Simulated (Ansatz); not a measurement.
# Li₂S: levels along high-symmetry lines

```
CELL_PARAMETERS angstrom
0.00000 2.85400 2.85400
2.85400 0.00000 2.85400
2.85400 2.85400 0.00000
ATOMIC_POSITIONS crystal
Li 0.25000 0.25000 0.25000
Li 0.75000 0.75000 0.75000
S 0.00000 0.00000 0.00000
```

Atom numbers follow the list: Li1, Li2, S3.

The cell is COD entry 1010874, as deposited and not checked against the literature; nothing was relaxed.

All numbers below come from DFT, PBE, all-electron LAPW, scalar-relativistic (Ansatz 0.2.0).

Sampling and basis: a Γ-centred 7×7×7 k mesh, Fermi–Dirac smearing of 0.02 eV, basis error target 1 meV/atom, no spin polarisation.

Points in fractions of the reciprocal vectors of this cell: Γ (0, 0, 0), X (0.5, 0, 0.5), U (0.625, 0.25, 0.625), K (0.375, 0.375, 0.75), L (0.5, 0.5, 0.5), W (0.5, 0.25, 0.75). The path joins them by straight lines in the order Γ–X–U–K–Γ–L–W–X; legs that retrace an earlier one aren't tabulated. Energies are in eV from the top of the valence band.

(1) Metal or insulator at this level of theory?

(2) Tabulate bands 7 to 12, counted from the lowest band of the run, along the path.

Answers

(1) An insulator or semiconductor: gap 3.39 eV, indirect from Γ to X (0.5, 0, 0.5).

(2) 
```
k (1/Å)  point  band 7  band 8  band 9  band 10  band 11  band 12
   0.00      Γ  -11.01    0.00    0.00     0.00     4.24     6.22
   0.16         -10.98   -0.18   -0.09    -0.09     4.46     6.26
   0.31         -10.91   -0.61   -0.34    -0.34     4.88     6.37
   0.47         -10.81   -1.09   -0.65    -0.65     4.98     6.53
   0.63         -10.68   -1.53   -0.95    -0.95     4.53     6.71
   0.79         -10.57   -1.87   -1.20    -1.20     3.95     6.88
   0.94         -10.49   -2.08   -1.35    -1.35     3.54     7.00
   1.10      X  -10.46   -2.15   -1.41    -1.41     3.39     7.04
   1.16         -10.46   -2.15   -1.43    -1.40     3.43     7.06
   1.21         -10.46   -2.14   -1.49    -1.38     3.53     7.12
   1.27         -10.46   -2.12   -1.58    -1.36     3.68     7.23
   1.32         -10.45   -2.09   -1.69    -1.32     3.88     7.37
   1.38         -10.45   -2.05   -1.81    -1.27     4.10     7.56
   1.43         -10.46   -2.01   -1.94    -1.21     4.34     7.78
   1.49      U  -10.46   -2.05   -1.96    -1.14     4.59     7.99
   1.59         -10.46   -2.12   -1.88    -1.14     4.79     8.02
   1.68         -10.47   -2.18   -1.77    -1.21     5.14     7.62
   1.78         -10.47   -2.21   -1.67    -1.30     5.50     7.10
   1.88         -10.47   -2.21   -1.67    -1.30     5.50     7.10
   1.97         -10.47   -2.18   -1.77    -1.21     5.14     7.62
   2.07         -10.46   -2.12   -1.88    -1.14     4.79     8.02
   2.16      K  -10.46   -2.05   -1.96    -1.14     4.59     7.99
   2.33         -10.49   -2.29   -1.75    -0.90     5.28     7.85
   2.50         -10.56   -2.30   -1.47    -0.63     5.90     7.04
   2.66         -10.67   -2.05   -1.13    -0.38     6.24     6.47
   2.83         -10.79   -1.55   -0.75    -0.19     5.58     6.81
   3.00         -10.90   -0.91   -0.38    -0.07     4.99     6.61
   3.16         -10.98   -0.28   -0.11    -0.02     4.48     6.31
   3.33      Γ  -11.01    0.00    0.00     0.00     4.24     6.22
   3.47         -10.99   -0.22   -0.03    -0.03     4.40     6.30
   3.60         -10.94   -0.74   -0.11    -0.11     4.77     6.51
   3.74         -10.86   -1.37   -0.22    -0.22     5.16     6.72
   3.88         -10.76   -1.96   -0.33    -0.33     5.51     6.78
   4.01         -10.67   -2.44   -0.42    -0.42     5.80     6.70
   4.15         -10.61   -2.75   -0.48    -0.48     5.99     6.60
   4.28      L  -10.58   -2.86   -0.50    -0.50     6.07     6.56
   4.40         -10.58   -2.83   -0.59    -0.54     6.16     6.46
   4.51         -10.56   -2.76   -0.80    -0.64     6.22     6.33
   4.62         -10.53   -2.64   -1.09    -0.80     5.97     6.51
   4.73         -10.50   -2.47   -1.37    -1.00     5.75     6.72
   4.84         -10.47   -2.27   -1.61    -1.25     5.59     6.96
   4.95         -10.45   -2.04   -1.76    -1.51     5.50     7.17
   5.06      W  -10.45   -1.81   -1.81    -1.74     5.47     7.27
   5.14         -10.45   -1.89   -1.73    -1.73     5.26     7.53
   5.22         -10.45   -1.97   -1.68    -1.65     4.83     8.00
   5.30         -10.45   -2.03   -1.62    -1.57     4.37     7.67
   5.38         -10.45   -2.08   -1.55    -1.50     3.97     7.40
   5.46         -10.46   -2.12   -1.48    -1.45     3.66     7.20
   5.53         -10.46   -2.15   -1.43    -1.42     3.46     7.08
   5.61      X  -10.46   -2.15   -1.41    -1.41     3.39     7.04
```
